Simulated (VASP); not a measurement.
Write the native input for VASP 6.6.1 that does the following.

| Item | Value |
| --- | --- |
| Task | single point |
| Functional | PBE |
| Potentials or basis | VASP PAW PBE potentials, release 64 (Ni, Si) |
| Cutoff | 520 eV |
| k mesh | 5 × 8 × 5 |
| Occupations | fermi-dirac, width 0.05 eV |
| Spin | collinear spin, ferromagnetic start |
| Starting moments | [1.0, 1.0, 1.0, 1.0, 0.0, 0.0, 0.0, 0.0] μB |
| Further INCAR settings | ALGO = Normal; EDIFF = 1e-07; NBANDS = 42 |

The structure of SiNi lies in POSCAR:

```
SiNi
1.0
    5.1731000000      0.0000000000      0.0000000000
    0.0000000000      3.3381000000      0.0000000000
    0.0000000000      0.0000000000      5.6049000000
Ni Si
4 4
Direct
    0.9994200000      0.7498140000      0.8100820000
    0.5168050000      0.2451200000      0.3149230000
    0.4947760000      0.7579200000      0.6882770000
    0.0033380000      0.2447090000      0.1871000000
    0.6753810000      0.2391400000      0.9257740000
    0.8270010000      0.7642800000      0.4096410000
    0.1790380000      0.2510280000      0.5853490000
    0.3253720000      0.7554800000      0.0834590000
```

The cell isn't the ideal one: atoms moved at random, drawn with an rms of 0.05 Å.

One way to write it, as run:

INCAR

```
PREC     = Accurate       # precision mode
ENCUT    = 520            # plane-wave cutoff, eV
EDIFF    = 1E-7           # SCF threshold, eV
ISMEAR   = -1             # smearing method
SIGMA    = 0.05           # smearing width, eV
LREAL    = F              # projectors in reciprocal space
LASPH    = T              # aspherical terms in the spheres
NELM     = 150            # most SCF steps
ALGO     = Normal         # electronic algorithm
ISIF     = 2              # what is computed and relaxed
LWAVE    = F              # write WAVECAR
LCHARG   = F              # write CHGCAR
ISPIN    = 2              # spin polarisation
MAGMOM   = 1 1 1 1 0 0 0 0 # initial moments
LORBIT   = 11             # projections on sites
LMAXMIX  = 4              # l up to which the mixer works
GGA      = PE             # functional
NBANDS   = 42             # bands
```

KPOINTS

```
Automatic mesh
0
Gamma
  5 8 5
```

Potentials or basis: VASP PAW PBE potentials, release 64 (Ni, Si).

The run is started by

```sh
$ cat potpaw_PBE.64/Ni/POTCAR potpaw_PBE.64/Si/POTCAR > POTCAR
$ mpirun -np 1 vasp_std > vasp.out
```

It gave:

```json
{
  "Pressure": "2.2 GPa",
  "Largest force": "0.920 eV/Å",
  "Band gap on the k mesh": "none (metal or under the smearing width)",
  "Net moment": "0.00 μB per cell",
  "Valence electrons inside the program's atomic spheres": "Ni 9.57, 9.60, 9.56, 9.62; Si 1.62, 1.61"
}
```

It took 14 min on 1 thread of Intel(R) Xeon(R) Platinum 8488C (Sapphire Rapids) (shared host), peak memory 0.63 GiB.
